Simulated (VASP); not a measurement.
Set up this calculation in VASP 6.6.1, as the native input.

```yaml
Task: relaxation of shape and atoms at fixed volume
Functional: LDA
Potentials_or_basis: VASP PAW LDA potentials, release 64 (Si, O)
Cutoff: 600 eV
k_mesh: 8 × 8 × 10
Occupations: gaussian, width 0.03 eV
Spin: no spin polarisation
Further_INCAR_settings: ALGO = Normal; EDIFF = 1e-07; IBRION = 2; EDIFFG = -0.01; NSW = 40; ISIF = 4
```

The structure of SiO2 (Stishovite) lies in POSCAR:

```
SiO2                                    
1.0
    4.1543700938     -0.0000000000      0.0000000000
    0.0000000000      4.1543700938      0.0000000000
    0.0000000000      0.0000000000      2.6659681883
  Si              O             
     2     4
Direct
     0.0000000000000000    0.0000000000000000    0.0000000000000000
     0.5000000000000000    0.5000000000000000    0.5000000000000000
     0.3053962239363520    0.3053962239363520    0.0000000000000000
     0.1946037760636481    0.8053962239363520    0.5000000000000000
     0.6946037760636480    0.6946037760636480    0.0000000000000000
     0.8053962239363520    0.1946037760636481    0.5000000000000000
```

The input as run:

INCAR

```
SYSTEM = SiO2
PREC = Accurate
ENCUT = 600
EDIFF = 1E-7
ISMEAR = 0
SIGMA = 0.03
LREAL = .False.
LASPH = .True.
NELM = 80
ALGO = Normal
ISIF = 4
LWAVE = .False.
LCHARG = .False.
IBRION = 2
NSW = 40
EDIFFG = -0.01
KPAR = 2
```

KPOINTS

```
Automatic mesh
0
Gamma
  8 8 10
  0 0 0
```

Potentials or basis: VASP PAW LDA potentials, release 64 (Si, O).

The run is started by

```console
$ cat potpaw_LDA.64/Si/POTCAR potpaw_LDA.64/O/POTCAR > POTCAR
$ mpirun -np 2 vasp_std > vasp.out
```

It gave:

```
Pressure after relaxing : 0.0 GPa
Band gap on the k mesh  : 5.78 eV, direct
```

Caveat: the relaxation stopped at its first step, so nothing moved.

Run time: 19 s on 2 MPI ranks on Intel(R) Xeon(R) 6975P-C (Granite Rapids) (shared host), peak memory 0.19 GiB a rank.
